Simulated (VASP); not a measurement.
# ZnS (P6_3mc) in VASP: a series of runs

The runs below take ZnS through single point, with PBE.

Everything below comes from runs of VASP 6.6.1. Logs are shortened: lines on timing, memory, paths and dates and some standing lists are left out, and cuts for length are marked.

**Experimental background.**

A printed reference work, monograph reports, for a bulk crystal of ZnS at 4 K: band gap 3.911 eV (direct).

The runs below are set against these values where they give the same quantity.

**1. The cell of the first run**

Symmetry: P6_3mc, No. 186, hexagonal system. Conventional cell: a = 3.845 Å, b = 3.845 Å, c = 6.305 Å, α = 90.00°, β = 90.00°, γ = 120.00°. Within 3.1 Å of Zn (site symmetry 3m) lie 4 S at 2.36 Å. Within 3.1 Å of S (site symmetry 3m) lie 4 Zn at 2.36 Å.

**2. Single point, PBE**

The input, INCAR:

```
ALGO = Normal ; EDIFF = 1E-6
ENCUT = 520 ; GGA = PE
ISIF = 2 ; ISMEAR = 0
LASPH = T ; LCHARG = F
LREAL = F ; LWAVE = F
NBANDS = 26 ; NELM = 100
PREC = Accurate ; SIGMA = 0.02
```

The input, KPOINTS:

```
k-points
0
Gamma
  12 12 6
```

The input, POSCAR:

```
ZnS
1.0
    3.8454929595      0.0000000000      0.0000000000
   -1.9227464798      3.3302945930      0.0000000000
    0.0000000000      0.0000000000      6.3053333914
Zn S
2 2
Direct
    0.3333333333      0.6666666667      0.0052197924
    0.6666666667      0.3333333333      0.5052197924
    0.3333333333      0.6666666667      0.3797802076
    0.6666666667      0.3333333333      0.8797802076
```

Potentials or basis: VASP PAW PBE potentials, release 64 (Zn, S).

On the command line:

```
$ cat potpaw_PBE.64/Zn/POTCAR potpaw_PBE.64/S/POTCAR > POTCAR
$ mpirun -np 1 vasp_std > vasp.out
```

OUTCAR:

```text
EDIFF = 1E-6
   ENCUT = 520
   GGA = PE
   ISIF = 2
   ISMEAR = 0
   LASPH = T
   LREAL = F
   NELM = 100
   PREC = Accurate

 ion  position               nearest neighbor table
   1  0.333  0.667  0.005-   4 2.36   4 2.36   4 2.36   3 2.36
   2  0.667  0.333  0.505-   3 2.36   3 2.36   3 2.36   4 2.36
   3  0.333  0.667  0.380-   2 2.36   2 2.36   2 2.36   1 2.36
   4  0.667  0.333  0.880-   1 2.36   1 2.36   1 2.36   2 2.36

  LATTYP: Found a hexagonal cell.
 ALAT       =     3.8454929595
 C/A-ratio  =     1.6396684269

  Lattice vectors:

 A1 = (   3.8454929595,   0.0000000000,   0.0000000000)
 A2 = (  -1.9227464798,   3.3302945930,   0.0000000000)
 A3 = (   0.0000000000,   0.0000000000,   6.3053333914)

Analysis of symmetry for initial positions (statically):
=====================================================================
 Subroutine PRICEL returns:
 Original cell was already a primitive cell.

 Routine SETGRP: Setting up the symmetry group for a
 hexagonal supercell.

 Subroutine GETGRP returns: Found 12 space group operations
 (whereof  6 operations were pure point group operations)
 out of a pool of 24 trial point group operations.

The static configuration has the point symmetry C_3v.
 The point group associated with its full space group is C_6v.

Analysis of symmetry for dynamics (positions and initial velocities):
=====================================================================
 Subroutine PRICEL returns:
 Original cell was already a primitive cell.

 Routine SETGRP: Setting up the symmetry group for a
 hexagonal supercell.

 Subroutine GETGRP returns: Found 12 space group operations
 (whereof  6 operations were pure point group operations)
 out of a pool of 24 trial point group operations.

The dynamic configuration has the point symmetry C_3v.
 The point group associated with its full space group is C_6v.

 Subroutine INISYM returns: Found 12 space group operations
 (whereof  6 operations are pure point group operations),
 and found     1 'primitive' translations

----------------------------------------------------------------------------------------

                                     Primitive cell

  volume of cell :      80.7500

[... 82 lines left out ...]
 SYSTEM =  unknown system
   PREC   = accura    normal or accurate (medium, high low for compatibility)
   ISTART =      0    job   : 0-new  1-cont  2-samecut
   ICHARG =      2    charge: 1-file 2-atom 10-const
   ISPIN  =      1    spin polarized calculation?
   LNONCOLLINEAR =      F non collinear calculations
   LSORBIT =      F    spin-orbit coupling
   LASPH  =      T    aspherical Exc in radial PAW
   ENCUT  =  520.0 eV  38.22 Ry    6.18 a.u.   7.15  7.15 11.72*2*pi/ulx,y,z
   NELM   =    100;   NELMIN=  2; NELMDL= -5     # of ELM steps
   EDIFF  = 0.1E-05   stopping-criterion for ELM
   LREAL  =      F    real-space projection
   EDIFFG = 0.1E-04   stopping-criterion for IOM
   NSW    =      0    number of steps for IOM
   IBRION =     -1    ionic relax: 0-MD 1-quasi-New 2-CG
   NFREE  =      0    steps in history (QN), initial steepest desc. (CG)
   ISIF   =      2    stress and relaxation
   ISYM   =      2    0-nonsym 1-usesym 2-fastsym
   POTIM  = 0.5000    time-step for ionic-motion
   TEBEG  =    0.0;   TEEND  =   0.0 temperature during run
   PSTRESS=    0.0 pullay stress
   NELECT =      36.0000    total number of electrons
   NUPDOWN=      -1.0000    fix difference up-down
   EMIN   =  10.00;   EMAX   =-10.00  energy-range for DOS
   EFERMI =   0.00;   METHOD = LEGACY
   ISMEAR =     0;   SIGMA  =   0.02  broadening in eV -4-tet -1-fermi 0-gaus
   EFERMI_NEDOS =   21; number of points for ismear=-14 and -15
   IALGO  =     38    algorithm
   IMIX   =      4    mixing-type and parameters
     AMIX     =   0.40;   BMIX     =  1.00
     AMIX_MAG =   1.60;   BMIX_MAG =  1.00
  volume/ion in A,a.u.               =      20.19       136.23
  Fermi-wavevector in a.u.,A,eV,Ry     =   1.250628  2.363344 21.280464  1.564070
  Thomas-Fermi vector in A             =   2.384613
   LORBIT       =      0    0 simple, 1 ext, 2 COOP (PROOUT), +10 PAW based schemes
   GGA     = PE    functional components
   LHFCALC =     F    Hartree Fock is set to
   AEXX    =    0.0000 exact exchange contribution
   IVDW    =     0    specifies the selected vdW correction
   LEPSILON=     F    determine dielectric tensor
   LRPA    =     F    only Hartree local field effects (RPA)
 non-spin polarized calculation
 Gauss-broadening in eV      SIGMA  =   0.02
  energy-cutoff  :      520.00
  volume of cell :       80.75
 maximum number of plane-waves:      2208
 NGX is ok and might be reduce to    30
   NGX = 15   NGY = 15   NGZ = 23

 number of electron      36.0000011 magnetization

 Free energy of the ion-electron system (eV)
  ---------------------------------------------------
  ext. energy  EPLUGINS =         0.00000000
  ---------------------------------------------------
  free energy    TOTEN  =       -13.69384053 eV

  energy without entropy =      -13.69384053  energy(sigma->0) =      -13.69384053

 E-fermi :   2.0101     XC(G=0):  -9.5158

 val. band max:        1.9122130778   @ k =   0.0000   0.0000   0.0000
 cond. band min:       3.9939525332   @ k =   0.0000   0.0000   0.0000
 fundamental gap:      2.0817394555
 Fermi energy:         2.0100501550

 k-point     1 :       0.0000    0.0000    0.0000
  band No.  band energies     occupation
      1     -11.0944      2.00000
      2     -10.2054      2.00000
      3      -4.3424      2.00000
      4      -4.3307      2.00000
      5      -4.3307      2.00000
      6      -4.2526      2.00000
[... 685 lines left out ...]
     25      10.6157      0.00000
     26      11.6304      0.00000

 [... further k-points ...]
[... 5 lines left out ...]
  --------------------------------------------------------------------------------------
  -------------------------------------------------------------------------------------
  Total        0.0632296      0.0632296      0.0671173     -0.0000000      0.0000000      0.0000000
  in kB        1.2545511      1.2545511      1.3316880     -0.0000000      0.0000000      0.0000000
  external PRESSURE =       1.2802634 kB  Pullay stress =       0.0000000 kB

 VOLUME and BASIS-vectors are now :
 -----------------------------------------------------------------------------
  energy-cutoff  :      520.00
  volume of cell :       80.75
      direct lattice vectors                 reciprocal lattice vectors
     3.845492960  0.000000000  0.000000000     0.260044684  0.150136868  0.000000000
    -1.922746480  3.330294593  0.000000000     0.000000000  0.300273736  0.000000000
     0.000000000  0.000000000  6.305333391     0.000000000  0.000000000  0.158595896

 POSITION                                       TOTAL-FORCE (eV/Angst)
 -----------------------------------------------------------------------------------
     -0.00000      2.22020      0.03291         0.000000     -0.000000      0.001040
      1.92275      1.11010      3.18558        -0.000000      0.000000      0.001040
     -0.00000      2.22020      2.39464         0.000000      0.000000     -0.001040
      1.92275      1.11010      5.54731        -0.000000      0.000000     -0.001040
 -----------------------------------------------------------------------------------
    total drift:                               -0.000000     -0.000000     -0.000145

  FREE ENERGIE OF THE ION-ELECTRON SYSTEM (eV)
  ---------------------------------------------------
  free  energy   TOTEN  =       -13.6938405297 eV

  energy  without entropy=      -13.6938405297  energy(sigma->0) =      -13.69384053
```

OSZICAR:

```text
N       E                     dE             d eps       ncg     rms          rms(c)
DAV:   1     0.244789340027E+03    0.24479E+03   -0.17114E+04  3960   0.166E+03
DAV:   2     0.101206752554E+02   -0.23467E+03   -0.22450E+03  4054   0.348E+02
DAV:   3    -0.139653530401E+02   -0.24086E+02   -0.23844E+02  4806   0.111E+02
DAV:   4    -0.145394585253E+02   -0.57411E+00   -0.57284E+00  4578   0.172E+01
DAV:   5    -0.145484279057E+02   -0.89694E-02   -0.89670E-02  4810   0.212E+00    0.936E+00
DAV:   6    -0.137029518454E+02    0.84548E+00   -0.16348E+00  5982   0.364E+01    0.724E+00
DAV:   7    -0.136983953399E+02    0.45565E-02   -0.11642E+00  4170   0.630E+00    0.337E+00
DAV:   8    -0.136928386467E+02    0.55567E-02   -0.34722E-02  4902   0.187E+00    0.914E-01
DAV:   9    -0.136934525020E+02   -0.61386E-03   -0.80827E-03  5332   0.135E+00    0.220E-01
DAV:  10    -0.136936159684E+02   -0.16347E-03   -0.64112E-04  4544   0.321E-01    0.910E-02
DAV:  11    -0.136938382998E+02   -0.22233E-03   -0.36111E-04  4072   0.120E-01    0.553E-02
DAV:  12    -0.136938372630E+02    0.10368E-05   -0.11197E-05  4770   0.270E-02    0.114E-02
DAV:  13    -0.136938404922E+02   -0.32292E-05   -0.48539E-06  3926   0.142E-02    0.263E-03
DAV:  14    -0.136938405297E+02   -0.37516E-07   -0.39296E-07  3254   0.132E-02
   1 F= -.13693841E+02 E0= -.13693841E+02  d E =-.105714E-14
```

stdout:

```text
POSCAR found type information on POSCAR ZnS
 POSCAR found :  2 types and       4 ions
 scaLAPACK will be used
 LDA part: xc-table for (Slater+PW92), standard interpolation
 POSCAR, INCAR and KPOINTS ok, starting setup
 FFT: planning ... GRIDC
 FFT: planning ... GRID_SOFT
 FFT: planning ... GRID
 WAVECAR not read
 entering main loop
```

Wall time 1.8 min (1 thread of AMD EPYC 9R14 (Zen 4), shared host); peak memory 0.25 GiB.

Results:

```yaml
Free_energy: -13.6938 eV
Pressure: 0.1 GPa
Band_gap_on_the_k_mesh: 2.08 eV, direct
```

**3. Single point, PBE (volume scaled by 1.03, then relaxed in part)**

INCAR, as its differences from that of step 2:

```diff
@@ -5,3 +5,3 @@
 LREAL = F ; LWAVE = F
-NBANDS = 26 ; NELM = 100
+NBANDS = 26 ; NELM = 60
 PREC = Accurate ; SIGMA = 0.02
```

KPOINTS is that of step 2.

The input, POSCAR:

```
ZnS
1.0
    3.8835696236      0.0000000000      0.0000000000
   -1.9417848118      3.3632699514      0.0000000000
    0.0000000000      0.0000000000      6.3677664952
Zn S
2 2
Direct
    0.3333333333      0.6666666667      0.0052197924
    0.6666666667      0.3333333333      0.5052197924
    0.3333333333      0.6666666667      0.3797802076
    0.6666666667      0.3333333333      0.8797802076
```

Potentials or basis: VASP PAW PBE potentials, release 64 (Zn, S).

On the command line:

```
$ cat potpaw_PBE.64/Zn/POTCAR potpaw_PBE.64/S/POTCAR > POTCAR
$ mpirun -np 1 vasp_std > vasp.out
```

It took 99 s on 1 thread of AMD EPYC 9R14 (Zen 4), shared host; peak memory 0.25 GiB.

Results (log left out):

```yaml
Free_energy: -13.6813 eV
Pressure: -1.8 GPa
Largest_force: 0.005 eV/Å
Band_gap_on_the_k_mesh: 1.95 eV, direct
```

Forces on the atoms (eV/Å):
```
Zn   0.000  0.000 -0.005
Zn   0.000  0.000 -0.005
S    0.000  0.000  0.005
S    0.000  0.000  0.005
```

Levels at points of the mesh, in eV from the valence-band top:
```
           k point  band 14  band 15  band 16  band 17  band 18  band 19  band 20  band 21  band 22  band 23
(0.00, 0.00, 0.00)    -0.81    -0.81    -0.07     0.00     0.00     1.95     3.00     6.34     6.34     6.60
(0.50, 0.00, 0.00)    -3.90    -3.01    -2.04    -1.53    -0.81     3.70     4.10     5.16     6.94     7.16
(0.00, 0.00, 0.50)    -2.74    -0.42    -0.42    -0.42    -0.42     3.39     3.39     6.69     6.69     6.79
(0.50, 0.00, 0.50)    -4.60    -1.50    -1.50    -1.47    -1.47     3.52     3.52     5.26     5.26     8.73
```

 A k mesh can miss the band edges.

**4. Comparison with measurements**

Step 2. A measured gap of ZnS is 3.911 eV (direct; 4 K; a printed reference work, monograph); the calculated 2.08 eV misses it by -1.83 eV. The value is that of PBE on a finite k mesh, which can miss the band edges, without temperature or zero-point motion. Semilocal functionals fall short of measured gaps as a rule.
